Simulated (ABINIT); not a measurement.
CdO (Monteponite), 2 atoms in the cell. It takes space group Fm-3m (No. 225, cubic). The conventional cell has a = 4.699 Å, b = 4.699 Å, c = 4.699 Å, α = 90.00°, β = 90.00°, γ = 90.00°. Cd (site symmetry m-3m) has 6 O at 2.35 Å as nearest neighbours. Around O (site symmetry m-3m) lie 6 Cd at 2.35 Å. 

| Quantity | Value |
| --- | --- |
| Program | ABINIT 10.8.3 (patched build) |
| Task | single point |
| Functional | PBE |
| Potentials or basis | PseudoDojo NC SR PBE v0.4.1 standard |
| Cutoff | 1279 eV |
| k mesh | 8 × 8 × 8 |
| Occupations | fermi-dirac, width 0.05 eV |
| Spin | no spin polarisation |

Potentials or basis: PseudoDojo NC SR PBE v0.4.1 standard.

Launch:

```bash
$ abinit run.abi > log 2>&1
```

Hardware: 1 thread of Arm Neoverse V2, on a shared host.

**Question.** How long does it take, and how much memory?

**Answer.** Wall time 41 s on 1 thread of Arm Neoverse V2, with other jobs on the host, peak memory 0.09 GiB. Counts: scf iterations 12, mpi ranks 1, k points 29, bands 17, plane waves 2720.
